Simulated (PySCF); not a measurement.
A run of PySCF 2.14.0 is set up as follows.

File run.py:

```python
import json
import numpy as np
from pyscf.pbc import gto, scf, dft, df

cell = gto.Cell()
cell.basis = 'DZVP-MOLOPT-HYB-GTH-q4'
cell.pseudo = 'GTH-HYB-q4'
cell.fromfile('Sn.xyz')
cell.ke_cutoff = 50  # hartree
cell.exp_to_discard = 0.02
cell.precision = 1e-08
cell.max_memory = 5880  # MB
cell.verbose = 4
cell.build()

res = {}
kpts = cell.make_kpts([3, 3, 3])
mf = dft.KRKS(cell, kpts, xc='0.05*HF + 0.95*GGA_X_PBE, GGA_C_PBE', exxdiv='ewald')
mf = mf.density_fit()
mf.with_df._cderi_to_save = 'cderi.h5'
mf.with_df.build(j_only=False)
mf.grids = dft.gen_grid.UniformGrids(cell)
mf = mf.smearing(sigma=0.00183747, method='fermi')  # hartree
mf.conv_tol = 1e-07
mf.max_cycle = 60

mf.kernel()
res.update(converged=bool(mf.converged), e_tot=mf.e_tot, nelec=cell.nelectron, nao=cell.nao, mesh=list(map(int, cell.mesh)), a=cell.lattice_vectors().tolist(), coords=cell.atom_coords().tolist(),
           mo_energy=[np.real(x).tolist() for x in mf.mo_energy], mo_occ=[np.real(x).tolist() for x in mf.mo_occ])
res.update(e_free=mf.e_free, e_zero=mf.e_zero)
res.update(kpts=cell.get_scaled_kpts(kpts).tolist())
res['parts'] = {k: float(np.real(v)) for k, v in mf.scf_summary.items() if np.isscalar(v)}
json.dump(res, open('results.json', 'w'))
if not mf.converged:
    raise SystemExit('SCF not converged')

print('levels (eV)')
for i, kp in enumerate(res['kpts'][:40]):
    print('k %7.4f %7.4f %7.4f  ' % tuple(kp), ' '.join('%.3f' % (x * 27.211386) for x in res['mo_energy'][i][:9]))

# Mulliken populations
dm, s = np.asarray(mf.make_rdm1()), np.asarray(mf.get_ovlp())
sites = cell.aoslice_by_atom()[:, 2:]
tot = np.einsum('kij,kji->i', dm, s).real / len(kpts)
res['mulliken'] = [cell.atom_charge(i) - tot[a0:a1].sum() for i, (a0, a1) in enumerate(sites)]
print('Mulliken charges', np.round(res['mulliken'], 5))
res['meta_lowdin'] = mf.mulliken_meta()[1].tolist()
res['done'] = True
json.dump(res, open('results.json', 'w'))
```

The input Sn.xyz:

```xyz
2
Lattice="0.0000000000 3.2333428000 3.2333428000 3.2333428000 0.0000000000 3.2333428000 3.2333428000 3.2333428000 0.0000000000" Properties=species:S:1:pos:R:3 pbc="T T T"
Sn     4.8500142000      4.8500142000      4.8500142000
Sn     3.2333428000      3.2333428000      3.2333428000
```

Potentials or basis: DZVP-MOLOPT-HYB/GTH-HYB (UZH) (potentials made for PBE0).

Launch:

```console
$ OMP_NUM_THREADS=4 python -u run.py > log
```

Question: What does it give for the band gap on the k mesh?

Answer: None (metal or under the smearing width).

Caveat: the k mesh is coarse (spacing up to 0.56 Å⁻¹), so the values aren't converged, least of all with exact exchange; on so small a mesh gaps with full-range exact exchange can be off by tenths of an eV to over 1 eV; the basis of atomic orbitals isn't converged, which shifts pressures, moduli and gaps.
